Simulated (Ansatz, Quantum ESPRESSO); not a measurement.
**BeS (F-43m): phonons by linear response**

Wanted: phonon bands, density of states and zone-centre response of BeS (F-43m).

Main program and level: Quantum ESPRESSO 7.5; DFT PBE, scalar-relativistic, plane waves, GBRV ultrasoft pseudopotentials.

The database entry behind the starting cell differs from later determinations by our own check (0.1 to 0.3 % short, probably kX units), so it need not match the best structure at ambient conditions.

### 1. The starting structure

It takes space group F-43m (No. 216, cubic). The conventional cell has a = 4.850 Å, b = 4.850 Å, c = 4.850 Å, α = 90.00°, β = 90.00°, γ = 90.00°. Nearest to Be lie 4 S at 2.10 Å. Nearest to S lie 4 Be at 2.10 Å. Farther neighbours and most contacts between anions are not listed.

Structure file:

```cif
data_structure
_symmetry_space_group_name_H-M 'F-43m'
_symmetry_Int_Tables_number 216
_cell_length_a 4.8500
_cell_length_b 4.8500
_cell_length_c 4.8500
_cell_angle_alpha 90.000
_cell_angle_beta 90.000
_cell_angle_gamma 90.000
_cell_volume 114.08
loop_
_atom_site_label
_atom_site_type_symbol
_atom_site_symmetry_multiplicity
_atom_site_Wyckoff_symbol
_atom_site_fract_x
_atom_site_fract_y
_atom_site_fract_z
_atom_site_occupancy
Be1 Be 4 a 0.00000 0.00000 0.00000 1
S1 S 4 d 0.25000 0.25000 0.75000 1
```

### 2. A probe with smearing

A cheap run with smearing and empty bands tells whether the crystal has a gap, which decides between fixed occupations and smearing later on.

The input, probe.in:

```
&control
   calculation = 'scf'
   prefix = 'x'
   outdir = './tmp'
   pseudo_dir = './pseudo'
   tprnfor = .true.
   tstress = .true.
   verbosity = 'high'
/
&system
   ibrav = 2
   celldm(1) = 9.1651717
   nat = 2
   ntyp = 2
   ecutwfc = 45.0
   ecutrho = 270.0
   occupations = 'smearing'
   smearing = 'gaussian'
   degauss = 0.01
/
&electrons
   conv_thr = 1.0d-07
   mixing_beta = 0.7
   electron_maxstep = 100
/
ATOMIC_SPECIES
 Be      9.0122  Be.upf
 S      32.0600  S.upf
ATOMIC_POSITIONS crystal
 Be     0.000000000   0.000000000   0.000000000
 S      0.250000000   0.250000000   0.250000000
K_POINTS automatic
 6 6 6 0 0 0
```

On the command line:

```sh
> OMP_NUM_THREADS=1 mpirun -n 4 pw.x -nk 4 -in probe.in > probe.out
```

The program printed:

```text
[banners, grids, parts of the stress and lines that vanish by symmetry left out]
Program PWSCF v.7.5
     bravais-lattice index     =            2
     lattice parameter (alat)  =       9.1652  a.u.
[...]
kinetic-energy cutoff     =      45.0000  Ry
     charge density cutoff     =     270.0000  Ry
     scf convergence threshold =      1.0E-07
[...]
Exchange-correlation=  SLA  PW   PBX  PBC
                           (   1   4   3   4   0   0   0)
[...]
24 Sym. Ops. (no inversion) found
[...]
(     0          1          0      )
                  (     0          0          1      )
[...]
(  0.0000000  1.0000000  0.0000000 )
                  (  0.0000000  0.0000000  1.0000000 )
[...]
(     1          0         -1      )
                  (     0          0         -1      )
[...]
(  0.0000000  1.0000000  0.0000000 )
[...]
(    -1          0          1      )
                  (    -1          0          0      )
[...]
(  0.0000000  0.0000000  1.0000000 )
                  (  0.0000000 -1.0000000  0.0000000 )
[...]
number of k points=    16  Gaussian smearing, width (Ry)=  0.0100
[...]
End of self-consistent calculation
[...]
the Fermi energy is     7.1145 ev
!    total energy              =     -52.50168259 Ry
[...]
convergence has been achieved in   6 iterations
[...]
atom    1 type  1   force =     0.00000000    0.00000000   -0.00000000
     atom    2 type  2   force =     0.00000000    0.00000000   -0.00000000
[...]
Total force =     0.000000     Total SCF correction =     0.000000
[...]
total   stress  (Ry/bohr**3)                   (kbar)     P=       16.50
[...]
XML data file, charge density, pseudopotentials, collected wavefunctions

   JOB DONE.
```

It took 1.8 s on 4 MPI ranks of Arm Neoverse V2, shared host.

Read from the output:

| Item | Value |
| --- | --- |
| volume per atom | 14.26 Å³ |
| pressure | 1.650 GPa |
| gap on the k-mesh | 3.112 eV |

A gap of 3.1 eV opens on this mesh, so the crystal is taken as an insulator; the start stands at 1.6 GPa.

### 3. Relaxation

Frequencies change by per cents with a per cent of volume, so the structure is first brought to rest at this level of theory.

The input, relax.in:

```
&control
   calculation = 'vc-relax'
   prefix = 'x'
   outdir = './tmp'
   pseudo_dir = './pseudo'
   tprnfor = .true.
   tstress = .true.
   forc_conv_thr = 2.0d-05
   etot_conv_thr = 1.0d-07
   nstep = 40
/
&system
   ibrav = 2
   celldm(1) = 9.1651717
   nat = 2
   ntyp = 2
   ecutwfc = 45.0
   ecutrho = 270.0
   occupations = 'fixed'
   nbnd = 7
/
&electrons
   conv_thr = 1.0d-11
   mixing_beta = 0.7
   electron_maxstep = 100
/
&ions
/
&cell
   press_conv_thr = 0.1
/
ATOMIC_SPECIES
 Be      9.0122  Be.upf
 S      32.0600  S.upf
ATOMIC_POSITIONS crystal
 Be     0.000000000   0.000000000   0.000000000
 S      0.250000000   0.250000000   0.250000000
K_POINTS automatic
 8 8 8 0 0 0
```

On the command line:

```sh
> OMP_NUM_THREADS=1 mpirun -n 4 pw.x -nk 4 -in relax.in > relax.out
```

The program printed:

```text
[banners, grids, parts of the stress and lines that vanish by symmetry left out]
[banner, memory and clock lines left out]
Program PWSCF v.7.5

[...]
kinetic-energy cutoff     =      45.0000  Ry
     charge density cutoff     =     270.0000  Ry
     scf convergence threshold =      1.0E-11
[...]
energy convergence thresh.=      1.0E-07
     force convergence thresh. =      2.0E-05
     press convergence thresh. =      1.0E-01
     Exchange-correlation=  SLA  PW   PBX  PBC
                           (   1   4   3   4   0   0   0)
[...]
24 Sym. Ops. (no inversion) found
[...]
number of k points=    29
[...]
End of self-consistent calculation
[...]
highest occupied, lowest unoccupied level (ev):     5.5082    8.6209
!    total energy              =     -52.50187836 Ry
[...]
convergence has been achieved in  11 iterations
[...]
atom    1 type  1   force =     0.00000000    0.00000000    0.00000000
     atom    2 type  2   force =     0.00000000   -0.00000000    0.00000000
     Total force =     0.000000     Total SCF correction =     0.000000
[...]
total   stress  (Ry/bohr**3)                   (kbar)     P=       16.11
[...]
number of bfgs steps    =   0
[...]
CELL_PARAMETERS (alat=  9.16517170)
[...]
ATOMIC_POSITIONS (crystal)
Be               0.0000000000        0.0000000000        0.0000000000
S                0.2500000000        0.2500000000        0.2500000000
[...]
New effective cutoffs (rho, wfc):  266.89   44.73
[...]
End of self-consistent calculation
[...]
highest occupied, lowest unoccupied level (ev):     5.4129    8.5438
!    total energy              =     -52.50200837 Ry
[...]
convergence has been achieved in   6 iterations
[...]
atom    1 type  1   force =    -0.00000000   -0.00000000    0.00000000
     atom    2 type  2   force =    -0.00000000   -0.00000000    0.00000000
     Total force =     0.000000     Total SCF correction =     0.000000
[...]
total   stress  (Ry/bohr**3)                   (kbar)     P=        8.08
[...]
number of bfgs steps    =   1
[...]
CELL_PARAMETERS (alat=  9.16517170)
[...]
ATOMIC_POSITIONS (crystal)
Be               0.0000000000        0.0000000000       -0.0000000000
S                0.2500000000        0.2500000000        0.2500000000
[...]
New effective cutoffs (rho, wfc):  265.42   44.48
[...]
End of self-consistent calculation
[...]
highest occupied, lowest unoccupied level (ev):     5.3171    8.4660
!    total energy              =     -52.50205360 Ry
[...]
convergence has been achieved in   7 iterations
[...]
atom    1 type  1   force =    -0.00000000   -0.00000000   -0.00000000
     atom    2 type  2   force =     0.00000000    0.00000000    0.00000000
     Total force =     0.000000     Total SCF correction =     0.000000
[...]
total   stress  (Ry/bohr**3)                   (kbar)     P=        0.18
[...]
number of bfgs steps    =   2
[...]
CELL_PARAMETERS (alat=  9.16517170)
[...]
ATOMIC_POSITIONS (crystal)
Be               0.0000000000        0.0000000000       -0.0000000000
S                0.2500000000        0.2500000000        0.2500000000
[...]
New effective cutoffs (rho, wfc):  265.38   44.47
[...]
End of self-consistent calculation
[...]
highest occupied, lowest unoccupied level (ev):     5.3149    8.4642
!    total energy              =     -52.50205363 Ry
[...]
convergence has been achieved in   6 iterations
[...]
atom    1 type  1   force =     0.00000000    0.00000000   -0.00000000
     atom    2 type  2   force =     0.00000000   -0.00000000   -0.00000000
     Total force =     0.000000     Total SCF correction =     0.000000
[...]
total   stress  (Ry/bohr**3)                   (kbar)     P=        0.00
[...]
bfgs converged in   4 scf cycles and   3 bfgs steps
[...]
End of BFGS Geometry Optimization
     Final enthalpy           =     -52.5020536268 Ry
     File ./tmp/x.bfgs deleted, as requested
[...]
CELL_PARAMETERS (alat=  9.16517170)
[...]
ATOMIC_POSITIONS (crystal)
Be               0.0000000000        0.0000000000       -0.0000000000
S                0.2500000000        0.2500000000        0.2500000000
[...]
Final scf calculation at the relaxed structure.
[...]
kinetic-energy cutoff     =      45.0000  Ry
     charge density cutoff     =     270.0000  Ry
     scf convergence threshold =      1.0E-13
[...]
press convergence thresh. =      1.0E-01
     Exchange-correlation=  SLA  PW   PBX  PBC
                           (   1   4   3   4   0   0   0)
[...]
24 Sym. Ops. (no inversion) found
[...]
number of k points=    29
[...]
c_bands:  1 eigenvalues not converged
     c_bands:  1 eigenvalues not converged
[...]
End of self-consistent calculation
[...]
highest occupied, lowest unoccupied level (ev):     5.3149    8.4642
!    total energy              =     -52.50206011 Ry
[...]
convergence has been achieved in  12 iterations
[...]
atom    1 type  1   force =    -0.00000000    0.00000000   -0.00000000
     atom    2 type  2   force =     0.00000000   -0.00000000    0.00000000
     Total force =     0.000000     Total SCF correction =     0.000000
[...]
total   stress  (Ry/bohr**3)                   (kbar)     P=        0.06
[...]
XML data file, charge density, pseudopotentials, collected wavefunctions
```

Run time: 8.6 s. Hardware: 4 MPI ranks; 34 s of CPU time.

Step by step:

```csv
step,energy less that of the first step (eV),largest force (eV/Å),pressure (GPa),volume (Å³)
1,0.0000,0.0000,1.61,28.52
2,-0.0018,0.0000,0.81,28.76
3,-0.0024,0.0000,0.02,29.00
4,-0.0024,0.0000,0.00,29.00
5,-0.0025,0.0000,0.01,29.00
```

```csv
"conventional cell, symmetrised",before,after,change
a (Å),4.850,4.877,+0.6 %
b (Å),4.850,4.877,+0.6 %
c (Å),4.850,4.877,+0.6 %
volume (Å³/atom),14.26,14.50,+1.7 %
```

Final coordinates:

```
CELL_PARAMETERS angstrom
-2.43855 0.00000 2.43855
0.00000 2.43855 2.43855
-2.43855 2.43855 0.00000
ATOMIC_POSITIONS crystal
Be 0.00000 0.00000 0.00000
S 0.25000 0.25000 0.25000
```

The last row of the table of steps is pw.x's closing run on a basis chosen anew for the final cell, so its energy can jump.

This step gave:

* volume per atom: 14.50 Å³
* pressure: 0.006000 GPa
* gap on the k-mesh: 3.149 eV

The volume changes by +1.7 % from the cell with which this run began.

### 4. Self-consistent run for the response

The response is built on this ground state, so it is converged far tighter than an energy would need. With a gap, occupations are fixed, which also allows the response to an electric field.

The input, scf.in:

```
&control
   calculation = 'scf'
   prefix = 'x'
   outdir = './tmp'
   pseudo_dir = './pseudo'
   tprnfor = .true.
   tstress = .true.
/
&system
   ibrav = 2
   celldm(1) = 9.21637152
   nat = 2
   ntyp = 2
   ecutwfc = 45.0
   ecutrho = 270.0
   occupations = 'fixed'
   nbnd = 7
/
&electrons
   conv_thr = 1.0d-12
   mixing_beta = 0.7
   electron_maxstep = 100
/
ATOMIC_SPECIES
 Be      9.0122  Be.upf
 S      32.0600  S.upf
ATOMIC_POSITIONS crystal
 Be     0.000000000   0.000000000   0.000000000
 S      0.250000000   0.250000000   0.250000000
K_POINTS automatic
 8 8 8 0 0 0
```

On the command line:

```sh
> OMP_NUM_THREADS=1 mpirun -n 4 pw.x -nk 4 -in scf.in > scf.out
```

The program printed:

```text
[banners, grids, parts of the stress and lines that vanish by symmetry left out]
[banner, memory and clock lines left out]
Program PWSCF v.7.5

[...]
kinetic-energy cutoff     =      45.0000  Ry
     charge density cutoff     =     270.0000  Ry
     scf convergence threshold =      1.0E-12
[...]
Exchange-correlation=  SLA  PW   PBX  PBC
                           (   1   4   3   4   0   0   0)
[...]
24 Sym. Ops. (no inversion) found
[...]
number of k points=    29
[...]
End of self-consistent calculation
[...]
highest occupied, lowest unoccupied level (ev):     5.3149    8.4642
!    total energy              =     -52.50206011 Ry
[...]
convergence has been achieved in  11 iterations
[...]
atom    1 type  1   force =     0.00000000    0.00000000    0.00000000
     atom    2 type  2   force =     0.00000000    0.00000000    0.00000000
     Total force =     0.000000     Total SCF correction =     0.000000
[...]
total   stress  (Ry/bohr**3)                   (kbar)     P=        0.06
[...]
XML data file, charge density, pseudopotentials, collected wavefunctions
```

It took 2.8 s on 4 MPI ranks; 11 s of CPU time.

The cell stands at 0.0060 GPa, close enough for phonons.

(Part 1 of 4 ends here.)

[Host names and launcher messages were left out of these logs when they were recorded.]

[Logs are printed without paths, hosts, clocks, repeated set-up lines and the standing remarks that a program may print on its own settings, such as how far it seeks lower states.]

[Hosts, paths, dates, database ids (printed as entryN), source tags and the programs' standing remarks are cut or masked in the printed files.]
